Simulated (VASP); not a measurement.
The system is KCl.

```
K Cl
1.0
     0.00000    3.13410    3.13410
     3.13410    0.00000    3.13410
     3.13410    3.13410    0.00000
K Cl
1 1
Direct
  0.00000 0.00000 0.00000
  0.50000 0.50000 0.50000
```

```yaml
Program: VASP 6.6.1
Task: relaxation of cell and atoms
Functional: LDA
Potentials_or_basis: VASP PAW LDA potentials, release 64 (K_sv, Cl)
Cutoff: 600 eV
k_mesh: 6 × 6 × 6
Occupations: gaussian, width 0.02 eV
Spin: no spin polarisation
```

At the start: pressure -1.7 GPa; volume 30.78 Å³/atom.

Q: How do energy, volume and symmetry change on relaxing?

A: Over 4 steps the energy falls by 15.1 meV/atom and the volume is 28.19 Å³/atom (-8.4 %); space group Fm-3m (No. 225, to 0.05 Å).

The path:
```csv
step,energy change (eV),largest force (eV/Å),pressure (GPa),volume (Å³)
1,0.0000,0.0000,-1.71,61.57
2,-0.0236,0.0000,-0.87,58.69
3,-0.0301,0.0000,-0.07,56.58
4,-0.0301,0.0000,0.00,56.39
```

Final structure:
```yaml
crystal:
  lattice:
    - [0.00000, 3.04362, 3.04362]
    - [3.04362, 0.00000, 3.04362]
    - [3.04362, 3.04362, 0.00000]
  atoms:
    - { symbol: K, position: [0.00000, 0.00000, 0.00000] }
    - { symbol: Cl, position: [0.50000, 0.50000, 0.50000] }
```
